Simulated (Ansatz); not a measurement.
**BN under changes of volume**

One of the cells (8.249 Å³/atom); the others are scaled copies at fixed shape and fractional positions:

```xyz
2
Lattice="2.5080 0.0000 0.0000 -1.2467 2.1762 0.0000 -0.6307 -1.0881 3.0225" Properties=species:S:1:pos:R:3 pbc="T T T"
N     0.6410   -0.3484    2.9772
B     1.2297    2.1384    0.0055
```

The cell comes from a database or a generator and needn't be the stable form of this composition.

- Program: Ansatz 0.2.0
- Functional: LDA
- Potentials or basis: all-electron LAPW, scalar-relativistic
- Cutoff: 562 eV (chosen from the basis error)
- Basis error allowed: 0.001 eV/atom
- k mesh: 13 × 13 × 9
- Occupations: fermi-dirac, width 0.05 eV
- Spin: no spin polarisation

| volume (Å³/atom) | energy over the lowest point (meV/atom) | pressure (GPa) | gap on the mesh (eV) | largest force (eV/Å) |
| --- | --- | --- | --- | --- |
| 7.754 | 16.00 | 14.3 | 2.60 | 3.111 |
| 7.919 | 4.76 | 7.7 | 2.62 | 2.969 |
| 8.084 | 0.00 | 1.7 | 2.63 | 2.835 |
| 8.249 | 1.15 | -3.8 | 2.64 | 2.709 |
| 8.414 | 7.69 | -8.8 | 2.65 | 2.589 |
| 8.579 | ? | ? | ? | ? |
| 8.744 | 35.06 | -17.5 | 2.67 | 2.368 |

**Question.** What does the run at 8.579 Å³/atom give?

**Answer.** Energy over the lowest point 19.14 meV/atom; pressure -13.4 GPa; gap on the mesh 2.66 eV; largest force 2.475 eV/Å.

Worked out: A Birch-Murnaghan fit of order 3 (a polynomial in V^(-2/3)) to the other rows has its minimum at 8.13 Å³/atom with B0 = V·E''(V) = 275 GPa and B' = 3.6 at fixed shape and positions, which overstates the stiffness. It gives 19.14 meV/atom at 8.579 Å³/atom, against the run's 19.14, and -dE/dV = -13.4 GPa, against -13.4. A straight line through the other rows of the gap, of slope 0.557 eV per unit of ln V, gives 2.66 eV, against the run's 2.66.

Energies are extrapolated to zero smearing.

Caveats: an odd mesh through Γ misses points on the zone boundary, where band edges often lie; forces of over 1 eV/Å show positions far from the minimum, so gaps and moduli don't describe the material at rest.
